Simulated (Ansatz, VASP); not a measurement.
**As: VASP beside Ansatz**

INCAR

```
SYSTEM = As
ALGO = Normal
EDIFF = 1E-7
ENCUT = 520
GGA = PE
ISIF = 2
ISMEAR = -1
LASPH = .TRUE.
LCHARG = .FALSE.
LREAL = .FALSE.
LWAVE = .FALSE.
NBANDS = 12
NELM = 100
PREC = Accurate
SIGMA = 0.05
```

KPOINTS

```
k-points
0
G
  9 9 9
  0 0 0
```

POSCAR

```
As
1.0
    1.8553776084      1.0712027616      3.4665688483
   -1.8553776084      1.0712027616      3.4665688483
    0.0000000000     -2.1424055233      3.4665688483
As
2
Direct
    0.2260000000      0.2260000000      0.2260000000
    0.7740000000      0.7740000000      0.7740000000
```

Contents of input.yaml:

```yaml
crystal:
  lattice:
    - [1.8553776084, 1.0712027616, 3.4665688483]
    - [-1.8553776084, 1.0712027616, 3.4665688483]
    - [0.0, -2.1424055233, 3.4665688483]
  atoms:
    - { symbol: As, position: [0.226, 0.226, 0.226] }
    - { symbol: As, position: [0.774, 0.774, 0.774] }
hamiltonian:
  xc: pbe
  pseudopotentials: { kind: paw }
kpoints:
  mp_grid: { grid: [9, 9, 9] }
scf:
  occupations: { method: fermi_dirac, width: 0.05 }
output:
  forces: true
  stress: true
  eigenvalues: true
```

Change from the starting cell: volume scaled by 0.96.

Alike in both runs: task single point; functional PBE; k mesh 9 × 9 × 9; occupations fermi-dirac, width 0.05 eV; no spin polarisation.

```csv
,VASP,Ansatz
version,VASP 6.6.1,Ansatz 0.2.0
potentials or method,"VASP PAW PBE potentials, release 64 (As)",Ansatz PAW
plane-wave cutoff (eV),520,420
valence electrons in the cell,10,30
```

```tsv
	VASP	Ansatz	Ansatz less VASP
gap on the k mesh at the Fermi level (eV)	none	none	-
pressure (GPa)	7.8	7.4	-0.40
largest component of the traceless stress (GPa)	1.41	1.28	-0.131
rms of the force components (eV/Å)	0.459	0.418	-0.0417
```

Atom by atom the forces differ by 0.042 eV/Å (rms over components). A gap of «none» marks a metal or a gap that the smearing closes. The two sets of potentials don't hold the same shells in valence.
